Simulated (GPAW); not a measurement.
# MnAs (P6_3/mmc) in GPAW: notebook

Runs on MnAs. Level: LDA. Tasks: single point.

Everything below comes from runs of GPAW 26.7.0. Logs are shortened: lines on timing, memory, paths and dates and some standing lists are left out, and cuts for length are marked. The log counts tension as positive stress, the text compression.

## Step 1: The structure

It takes space group P6_3/mmc (No. 194, hexagonal). The conventional cell has a = 3.710 Å, b = 3.710 Å, c = 5.691 Å, α = 90.00°, β = 90.00°, γ = 120.00°. As (site symmetry -6m2) is surrounded by 6 Mn at 2.57 Å. Around Mn (site symmetry -3m) lie 6 As at 2.57 Å and 2 Mn at 2.85 Å.

## Step 2: Single point, LDA, collinear spin, ferromagnetic start

run.py reads:

```python
from ase.dft.bandgap import bandgap
from ase.io import read, write
from ase.units import GPa
from gpaw import GPAW, PW

atoms = read('MnAs.cif')
atoms.set_initial_magnetic_moments([0.0, 0.0, 5.0, 5.0])

calc = GPAW(mode=PW(400),
            xc='LDA',
            kpts={'size': (7, 7, 4), 'gamma': True},
            occupations={'name': 'fermi-dirac', 'width': 0.05},
            nbands=36,
            maxiter=120,
            txt='gpaw.txt')
atoms.calc = calc
energy = atoms.get_potential_energy()
forces = atoms.get_forces()
stress = atoms.get_stress()
calc.write('gs.gpw')
write('result.traj', atoms)
print(f'Energy: {energy:.6f} eV')
print('Forces (eV/A):')
print(forces.round(4))
print('Stress (GPa):', (stress / GPa).round(3))
print('Moments:', calc.get_magnetic_moments().round(3))
print('Fermi level:', round(calc.get_fermi_level(), 4), 'eV')
print(f'Gap: {bandgap(calc)[0]:.4f} eV, direct: {bandgap(calc, direct=True)[0]:.4f} eV')
```

MnAs.cif reads:

```cif
data_MnAs
_cell_length_a 3.71000000
_cell_length_b 3.71000000
_cell_length_c 5.69100000
_cell_angle_alpha 90.00000000
_cell_angle_beta 90.00000000
_cell_angle_gamma 120.00000000
_space_group_name_H-M_alt 'P6_3/mmc'
_space_group_name_Hall '-P 6c 2c'
_space_group_IT_number 194
loop_
_space_group_symop_operation_xyz
'x,y,z'
'-x,-y,-z'
'x-y,x,z+1/2'
'-x+y,-x,-z+1/2'
'-y,x-y,z'
'y,-x+y,-z'
'-x,-y,z+1/2'
'x,y,-z+1/2'
'-x+y,-x,z'
'x-y,x,-z'
'y,-x+y,z+1/2'
'-y,x-y,-z+1/2'
'-y,-x,-z+1/2'
'y,x,z+1/2'
'-x,-x+y,-z'
'x,x-y,z'
'-x+y,y,-z+1/2'
'x-y,-y,z+1/2'
'y,x,-z'
'-y,-x,z'
'x,x-y,-z+1/2'
'-x,-x+y,z+1/2'
'x-y,-y,-z'
'-x+y,y,z'
loop_
_atom_site_label
_atom_site_type_symbol
_atom_site_symmetry_multiplicity
_atom_site_Wyckoff_symbol
_atom_site_fract_x
_atom_site_fract_y
_atom_site_fract_z
_atom_site_occupancy
As1 As 2 c 0.6666666667 0.3333333333 0.7500000000 1
Mn1 Mn 2 a 0.0000000000 0.0000000000 0.5000000000 1
```

Potentials or basis: the program's PAW data sets (release 1.2.1) made for this functional, pw.

Started as:

```bash
OMP_NUM_THREADS=1 python run.py
```

gpaw.txt:

```text
__  _  _
 | _ |_)|_||  |
 |__||  | ||/\| - 26.7.0

Input parameters:
  mode=PW(ecut=400.0),
  kpts=MonkhorstPack(size=(7, 7, 4), gamma=True),
  maxiter=120,
  nbands=36,
  occupations=Occupations(name='fermi-dirac', width=0.05),
  xc=XC(name='LDA')

Diagonalizing LCAO Hamiltonian
Converting LCAO to pw mode

            As

       Mns

       Mn

Atoms  # Å, Bohr magnetons
|   | symbol |         x |        y |        z |    initial magnetic moments |
|---|--------|-----------|----------|----------|-----------------------------|
| 0 |     As |  1.855000 | 1.070985 | 4.268250 | ( 0.0000,  0.0000,  0.0000) |
| 1 |     As | -0.000000 | 2.141969 | 1.422750 | ( 0.0000,  0.0000,  0.0000) |
| 2 |     Mn |  0.000000 | 0.000000 | 2.845500 | ( 0.0000,  0.0000,  5.0000) |
| 3 |     Mn |  0.000000 | 0.000000 | 0.000000 | ( 0.0000,  0.0000,  5.0000) |

Unit cell  # Å
| periodic |         x |        y |        z |  lengths |     angles |
|----------|-----------|----------|----------|----------|------------|
|      yes |  3.710000 | 0.000000 | 0.000000 | 3.710000 |  90.000000 |
|      yes | -1.855000 | 3.212954 | 0.000000 | 3.710000 |  90.000000 |
|      yes |  0.000000 | 0.000000 | 5.691000 | 5.691000 | 120.000000 |

Number of symmetries: 12
Symmetry operations  # r_c * U_cc + t_c -> r_c
|    | kind |            matrix            |
|----|------|------------------------------|
|  0 |  σ   |  1, 1, 0,  0,-1, 0,  0, 0, 1 |
|  1 |  S6  |  1, 1, 0, -1, 0, 0,  0, 0,-1 |
|  2 |  E   |  1, 0, 0,  0, 1, 0,  0, 0, 1 |
|  3 |  C2  |  1, 0, 0, -1,-1, 0,  0, 0,-1 |
|  4 |  C2  |  0, 1, 0,  1, 0, 0,  0, 0,-1 |
|  5 |  C3  |  0, 1, 0, -1,-1, 0,  0, 0, 1 |
|  6 |  S6  |  0,-1, 0,  1, 1, 0,  0, 0,-1 |
|  7 |  σ   |  0,-1, 0, -1, 0, 0,  0, 0, 1 |
|  8 |  σ   | -1, 0, 0,  1, 1, 0,  0, 0, 1 |
|  9 |  i   | -1, 0, 0,  0,-1, 0,  0, 0,-1 |
| 10 |  C3  | -1,-1, 0,  1, 0, 0,  0, 0, 1 |
| 11 |  C2  | -1,-1, 0,  0, 1, 0,  0, 0,-1 |

BZ-sampling:
  Number of BZ points: 196
  Number of IBZ points: 28

  Monkhorst-Pack size: [7, 7, 4]
  Monkhorst-Pack shift: [0.0, 0.0, 0.125]

K-points  # in reciprocal-cell coordinates
|     |                                coordinates |     weight |
|-----|--------------------------------------------|------------|
|   0 | (  0.00000000,   0.00000000,   0.00000000) | 0.00510204 |
|   1 | (  0.00000000,   0.00000000,   0.25000000) | 0.01020408 |
|   2 | (  0.00000000,   0.00000000,   0.50000000) | 0.00510204 |
|   3 | (  0.14285714,   0.00000000,  -0.25000000) | 0.03061224 |
|   4 | (  0.14285714,   0.00000000,   0.00000000) | 0.03061224 |
|   5 | (  0.14285714,   0.00000000,   0.25000000) | 0.03061224 |
|   6 | (  0.14285714,   0.00000000,   0.50000000) | 0.03061224 |
|   7 | (  0.28571429,  -0.14285714,   0.00000000) | 0.03061224 |
|   8 | (  0.28571429,  -0.14285714,   0.25000000) | 0.06122449 |
|   9 | (  0.28571429,  -0.14285714,   0.50000000) | 0.03061224 |
| ... |                                            |            |
|  27 | (  0.42857143,   0.42857143,   0.50000000) | 0.03061224 |

Plane wave coefficients: 1252
Cutoff: 400.0 eV

Spin-components: 2 (collinear spins)
Bands:           36
Projectors:      22
Spin-degeneracy: 1
Datatype:        complex128

Parallelization:
  kpt:    1
  domain: 1
  band:   1

Density:
  Valence electrons: 40.0
  Components: 2
  Grid points: [18 18 27]
  Charge: 0.0  # |e|

Potential:
  Grid points: [18 18 27]

species:
  As:
    name:    Arsenic
    Z:       33.0
    valence: 5
    core:    28
    charge:  0.0  # [|e|]
    compensation charges:
      type: gauss
      rc: 0.33  # [Å]
      lmax: 2
    cutoffs:
      filter: 1.87  # [Å]
      core: 2.96  # [Å]
    projectors
    | kind |    occ | energy [eV] | rcut [Å] |
    |------|--------|-------------|----------|
    |   4s |  2.000 |     -14.691 |    1.058 |
    |   4p |  3.000 |      -5.342 |    1.058 |
    |    s |        |      12.520 |    1.058 |
    |    p |        |      21.869 |    1.058 |
    |    d |        |       0.000 |    1.058 |

    Using partial waves for As as LCAO basis

  Mn:
    name:    Manganese
    Z:       25.0
    valence: 15
    core:    10
    charge:  0.0  # [|e|]
    compensation charges:
      type: gauss
      rc: 0.38  # [Å]
      lmax: 2
    cutoffs:
      filter: 2.14  # [Å]
      core: 0.86  # [Å]
    projectors
    | kind |    occ | energy [eV] | rcut [Å] |
    |------|--------|-------------|----------|
    |   3s |  2.000 |     -85.387 |    1.275 |
    |   4s |  2.000 |      -5.282 |    1.275 |
    |   3p |  6.000 |     -54.493 |    1.281 |
    |   4p |  0.000 |      -1.471 |    1.281 |
    |   3d |  5.000 |      -7.009 |    1.138 |
    |    d |        |      20.203 |    1.138 |

    Using partial waves for Mn as LCAO basis

Reference energy: -185750.759596  # eV

eigensolver:
  PPCG
  Converge bands: occupied
  niter=2

density mixing:
  MSR1-Mixer
  Pratt-step length: 0.05
  Maximum mixing coefficient: 0.75
  Old densities: 10
  SVD Regularization: 0.005
  Good broyden scale: 1.0
  Trust region scale: 1.0
  Backstep threshold: 4.0
  History deletion threshold: 6.0
  Fourier metric: weight=20.0, sigma=0.015

occupation numbers:
  Fermi-Dirac:
    width: 0.0500  # eV

poisson solver:
  ecut: 3200.0  # eV

xc functional:
  name: None

convergence criteria:
- Maximum [total energy] change in last 3 cyles: 0.0005 eV / valence electron
- Maximum integral of absolute [dens]ity change: 0.0001 electrons / valence electron
- Maximum integral of absolute [eigenst]ate change: 4e-08 eV^2 / valence electron
maximum number of iterations: 120

SCF iterations
|iter     | |      energy | eigst |  dens |  magmom |
|---------|-|-------------|-------|-------|---------|
|iter:   1| |  -31.797774 | +0.17 |       | +10.0126|
|iter:   2| |  -31.805719 | -2.10 | -0.91 |  +9.8537|
|iter:   3| |  -32.467905 | -2.62 | -0.94 |  +8.0979|
|iter:   4| |  -32.515185 | -1.97 | -1.14 |  +6.2166|
|iter:   5| |  -32.927329 | -2.55 | -1.72 |  +6.1040|
|iter:   6| |  -32.509697 | -2.62 | -1.26 |  +6.0432|
|iter:   7| |  -32.513245 | -3.74 | -1.92 |  +5.8262|
|iter:   8| |  -32.513139c| -4.38 | -2.07 |  +5.8008|
|iter:   9| |  -32.513359c| -5.42 | -2.74 |  +5.7988|
|iter:  10| |  -32.513372c| -6.62 | -3.18 |  +5.8085|
|iter:  11| |  -32.513365c| -7.96c| -3.92 |  +5.8119|
|iter:  12| |  -32.513364c| -7.97c| -4.36c|  +5.8127|

Converged in 12 steps
Energy contributions relative to reference atoms: (reference = -185750.759596)

Energy contributions:
  Kinetic:          14.985824
  Coulomb:         -13.631609
  Zero:              0.335175
  External:          0.000000
  Xc:              -34.187658
  Entropy:          -0.030195
  Spinorbit:         0.000000
  ----------------------------
  Free energy:     -32.528461
  Extrapolated:    -32.513364

dipole moment: (-8.340912, -14.446883, -12.794655)  # |e|*Ang

Total magnetic moment: (0.000000, 0.000000, 5.812672)

Local magnetic moments
|        x |        y |         z |
|----------|----------|-----------|
| 0.000000 | 0.000000 | -0.088929 |  # As   0
| 0.000000 | 0.000000 | -0.088929 |  # As   1
| 0.000000 | 0.000000 |  2.884677 |  # Mn   2
| 0.000000 | 0.000000 |  2.884485 |  # Mn   3

Fermi level: 7.440
Eigenvalues  # (at kpt = [0.000, 0.000, 0.000])
| band index |      eig [eV] | occ [0-1] |      eig [eV] | occ [0-1] |
|------------|---------------|-----------|---------------|-----------|
|          0 |       -72.576 |     1.000 |       -69.496 |     1.000 |
|        ... |               |           |               |           |
|         12 |         3.426 |     1.000 |         4.649 |     1.000 |
|         13 |         4.244 |     1.000 |         6.276 |     1.000 |
|         14 |         4.829 |     1.000 |         7.145 |     0.997 |
|         15 |         4.830 |     1.000 |         7.145 |     0.997 |
|         16 |         5.028 |     1.000 |         7.375 |     0.786 |
|         17 |         5.028 |     1.000 |         7.375 |     0.786 |
|         18 |         5.927 |     1.000 |         8.057 |     0.000 |
|         19 |         5.928 |     1.000 |         8.057 |     0.000 |
|         20 |         7.309 |     0.932 |         8.562 |     0.000 |
|         21 |         8.004 |     0.000 |         8.562 |     0.000 |
|         22 |         8.004 |     0.000 |         8.886 |     0.000 |
|         23 |         8.904 |     0.000 |         9.925 |     0.000 |
|         24 |        10.478 |     0.000 |        11.461 |     0.000 |
|         25 |        10.478 |     0.000 |        11.847 |     0.000 |
|         26 |        11.284 |     0.000 |        11.847 |     0.000 |
|        ... |               |           |               |           |
|         35 |        19.188 |     0.000 |        19.637 |     0.000 |

No gap
No difference between direct/indirect transitions

Forces  # eV/Ang
|        x |        y |        z |
|----------|----------|----------|
| -0.00000 |  0.00000 |  0.00044 |  # As   0
|  0.00000 | -0.00000 | -0.00044 |  # As   1
|  0.00000 |  0.00000 |  0.00000 |  # Mn   2
| -0.00000 |  0.00000 |  0.00000 |  # Mn   3

Stress tensor  # eV/Ang^3
|         x |         y |        z |
|-----------|-----------|----------|
|  0.085366 | -0.000000 | 0.000000 |
| -0.000000 |  0.085366 | 0.000000 |
|  0.000000 |  0.000000 | 0.101859 |

# Writing to gs.gpw (mode='')
```

Run time: 41 s. Hardware: 1 thread of Intel Xeon 6975P-C (Granite Rapids), shared host; peak memory 0.19 GiB.

These settings aren't checked as converged: the numbers below hold their error.

Results:

```
Free energy            : -32.5285 eV
Pressure               : -14.6 GPa
Band gap on the k mesh : none (metal or under the smearing width)
Net moment             : 5.81 μB per cell
Site moments           : As -0.09; Mn +2.88 μB
```

Caveat: the cutoff is short for stress and forces, so pressures can be off by a GPa or more; only a ferromagnetic start was run, and an antiferromagnetic order may lie lower in energy.

## Step 3: Single point, LDA, collinear spin, ferromagnetic start

Edit run.py of step 2 so:

```diff
@@ -5,6 +5,6 @@
 
-atoms = read('MnAs.cif')
+atoms = read('POSCAR')
 atoms.set_initial_magnetic_moments([0.0, 0.0, 5.0, 5.0])
 
-calc = GPAW(mode=PW(400),
+calc = GPAW(mode=PW(500),
             xc='LDA',
```

POSCAR reads:

```
MnAs
1.0
    3.7100000000      0.0000000000      0.0000000000
   -1.8550000000      3.2129542480      0.0000000000
    0.0000000000      0.0000000000      5.6910000000
As Mn
2 2
Direct
    0.6666666667      0.3333333333      0.7500000000
    0.3333333333      0.6666666667      0.2500000000
    0.0000000000      0.0000000000      0.5000000000
    0.0000000000      0.0000000000      0.0000000000
```

Potentials or basis: the program's PAW data sets (release 1.2.1) made for this functional, pw.

Started as:

```bash
OMP_NUM_THREADS=1 python run.py
```

gpaw.txt:

```text
__  _  _
 | _ |_)|_||  |
 |__||  | ||/\| - 26.7.0

Input parameters:
  mode=PW(ecut=500.0),
  kpts=MonkhorstPack(size=(7, 7, 4), gamma=True),
  maxiter=120,
  nbands=36,
  occupations=Occupations(name='fermi-dirac', width=0.05),
  xc=XC(name='LDA')

Diagonalizing LCAO Hamiltonian
Converting LCAO to pw mode

            As

       Mns

       Mn

Atoms  # Å, Bohr magnetons
|   | symbol |         x |        y |        z |    initial magnetic moments |
|---|--------|-----------|----------|----------|-----------------------------|
| 0 |     As |  1.855000 | 1.070985 | 4.268250 | ( 0.0000,  0.0000,  0.0000) |
| 1 |     As | -0.000000 | 2.141969 | 1.422750 | ( 0.0000,  0.0000,  0.0000) |
| 2 |     Mn |  0.000000 | 0.000000 | 2.845500 | ( 0.0000,  0.0000,  5.0000) |
| 3 |     Mn |  0.000000 | 0.000000 | 0.000000 | ( 0.0000,  0.0000,  5.0000) |

Unit cell  # Å
| periodic |         x |        y |        z |  lengths |     angles |
|----------|-----------|----------|----------|----------|------------|
|      yes |  3.710000 | 0.000000 | 0.000000 | 3.710000 |  90.000000 |
|      yes | -1.855000 | 3.212954 | 0.000000 | 3.710000 |  90.000000 |
|      yes |  0.000000 | 0.000000 | 5.691000 | 5.691000 | 120.000000 |

Number of symmetries: 12
Symmetry operations  # r_c * U_cc + t_c -> r_c
|    | kind |            matrix            |
|----|------|------------------------------|
|  0 |  σ   |  1, 1, 0,  0,-1, 0,  0, 0, 1 |
[... 170 lines left out ...]
  Free energy:     -32.554113
  Extrapolated:    -32.538987

dipole moment: (-8.340855, -14.446784, -12.794533)  # |e|*Ang

Total magnetic moment: (0.000000, 0.000000, 5.815820)

Local magnetic moments
|        x |        y |         z |
|----------|----------|-----------|
| 0.000000 | 0.000000 | -0.089021 |  # As   0
| 0.000000 | 0.000000 | -0.089021 |  # As   1
| 0.000000 | 0.000000 |  2.886911 |  # Mn   2
| 0.000000 | 0.000000 |  2.886951 |  # Mn   3

Fermi level: 7.439
Eigenvalues  # (at kpt = [0.000, 0.000, 0.000])
| band index |      eig [eV] | occ [0-1] |      eig [eV] | occ [0-1] |
|------------|---------------|-----------|---------------|-----------|
|          0 |       -72.576 |     1.000 |       -69.495 |     1.000 |
|        ... |               |           |               |           |
|         12 |         3.425 |     1.000 |         4.650 |     1.000 |
|         13 |         4.243 |     1.000 |         6.276 |     1.000 |
|         14 |         4.827 |     1.000 |         7.145 |     0.997 |
|         15 |         4.828 |     1.000 |         7.145 |     0.997 |
|         16 |         5.025 |     1.000 |         7.375 |     0.784 |
|         17 |         5.026 |     1.000 |         7.375 |     0.784 |
|         18 |         5.925 |     1.000 |         8.057 |     0.000 |
|         19 |         5.926 |     1.000 |         8.057 |     0.000 |
|         20 |         7.306 |     0.935 |         8.562 |     0.000 |
|         21 |         8.004 |     0.000 |         8.562 |     0.000 |
|         22 |         8.004 |     0.000 |         8.885 |     0.000 |
|         23 |         8.903 |     0.000 |         9.923 |     0.000 |
|         24 |        10.475 |     0.000 |        11.461 |     0.000 |
|         25 |        10.475 |     0.000 |        11.845 |     0.000 |
|         26 |        11.284 |     0.000 |        11.845 |     0.000 |
|        ... |               |           |               |           |
|         35 |        19.189 |     0.000 |        19.532 |     0.000 |

No gap
No difference between direct/indirect transitions

Forces  # eV/Ang
|        x |        y |        z |
|----------|----------|----------|
| -0.00000 | -0.00000 | -0.00198 |  # As   0
|  0.00000 |  0.00000 |  0.00198 |  # As   1
|  0.00000 |  0.00000 |  0.00000 |  # Mn   2
| -0.00000 |  0.00000 |  0.00000 |  # Mn   3

Stress tensor  # eV/Ang^3
|         x |         y |         z |
|-----------|-----------|-----------|
|  0.083173 | -0.000000 |  0.000000 |
| -0.000000 |  0.083173 | -0.000000 |
|  0.000000 | -0.000000 |  0.099634 |

# Writing to gs.gpw (mode='')
```

It took 54 s on 1 thread of Intel Xeon Platinum 8488C (Sapphire Rapids), shared host; peak memory 0.22 GiB.

What came out:

```yaml
Free_energy: -32.5541 eV
Pressure: -14.2 GPa
Band_gap_on_the_k_mesh: none (metal or under the smearing width)
Net_moment: 5.82 μB per cell
Site_moments: As -0.09; Mn +2.89 μB
```

Caveat: the cutoff is short for stress and forces, so pressures can be off by a GPa or more; only a ferromagnetic start was run, and an antiferromagnetic order may lie lower in energy.
